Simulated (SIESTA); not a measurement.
A run of SIESTA 5.4.2 is set up as follows.

Contents of PbSe.fdf:

```
SystemName                      Clausthalite
SystemLabel                     PbSe
NumberOfSpecies                 2
NumberOfAtoms                   2
%block ChemicalSpeciesLabel
  1  82 Pb
  2  34 Se
%endblock ChemicalSpeciesLabel
%include structure.fdf

%block kgrid.MonkhorstPack
    8   0   0  0.0
    0   8   0  0.0
    0   0   8  0.0
%endblock kgrid.MonkhorstPack
XC.Functional                   VDW
XC.Authors                      KBM
PAO.BasisSize                   DZP
PAO.EnergyShift                 0.003 Ry
Mesh.Cutoff                     500 Ry
OccupationFunction              FD
ElectronicTemperature           0.05 eV
MaxSCFIterations                120
SCF.MustConverge                false
SCF.Mixer.Method                Pulay
SCF.Mixer.Weight                0.25
SCF.Mixer.History               8
SCF.DM.Tolerance                5.0e-05
SCF.H.Tolerance                 1.0e-03 eV
WriteForces                     true
Charge.Mulliken                 end
%block PAO.Basis
  Pb 4
  n=6 0 2
    6.142 0.000
  n=6 1 2
    8.861 0.000
  n=5 2 2
    4.155 0.000
  n=6 2 1
    8.861
  Se 4
  n=4 0 2
    5.119 0.000
  n=4 1 2
    6.708 0.000
  n=3 2 2
    2.657 0.000
  n=4 2 1
    6.708
%endblock PAO.Basis
```

File structure.fdf:

```
LatticeConstant                 1.0 Ang
%block LatticeVectors
     0.0000000000     3.0606500000     3.0606500000
     3.0606500000     0.0000000000     3.0606500000
     3.0606500000     3.0606500000     0.0000000000
%endblock LatticeVectors
AtomicCoordinatesFormat         Fractional
%block AtomicCoordinatesAndAtomicSpecies
     0.0000000000     0.0000000000     0.0000000000  1  Pb
     0.5000000000     0.5000000000     0.5000000000  2  Se
%endblock AtomicCoordinatesAndAtomicSpecies
```

Potentials or basis: PseudoDojo 0.4 standard (PBE files), DZP (energy shift 0.003 Ry; two zetas on semicore shells).

The run is started by

```bash
$ siesta PbSe.fdf > PbSe.out 2>&1
```

Problem. Estimate the band gap on the k mesh.

Solution. 0.43 eV, direct.

Problem. Predict the pressure.

Solution. 3.6 GPa.

Caveat: the potentials were made for another functional, which shifts forces and pressure; spin-orbit coupling is left out, which as a rule narrows the gap of such compounds by several tenths of an eV; the basis of atomic orbitals isn't converged, which shifts pressures, moduli and gaps.

**The experiment to reproduce.**

From a printed reference work, monograph, for a bulk crystal of PbSe at 300 K: band gap 0.28 eV (direct).

Against the measured gap of PbSe, 0.28 eV (direct; 300 K; a printed reference work, monograph), the calculated 0.43 eV is off by +0.15 eV. 2 values of this kind are on record (0.15 to 0.28 eV); this one was drawn at random. Spin-orbit coupling on Pb, Se is left out. The value is that of optB88-vdW in an atomic basis (PseudoDojo 0.4 standard (PBE files), DZP (energy shift 0.003 Ry; two zetas on semicore shells)), whose error adds to the functional's, on a finite k mesh, which can miss the band edges, without temperature or zero-point motion.
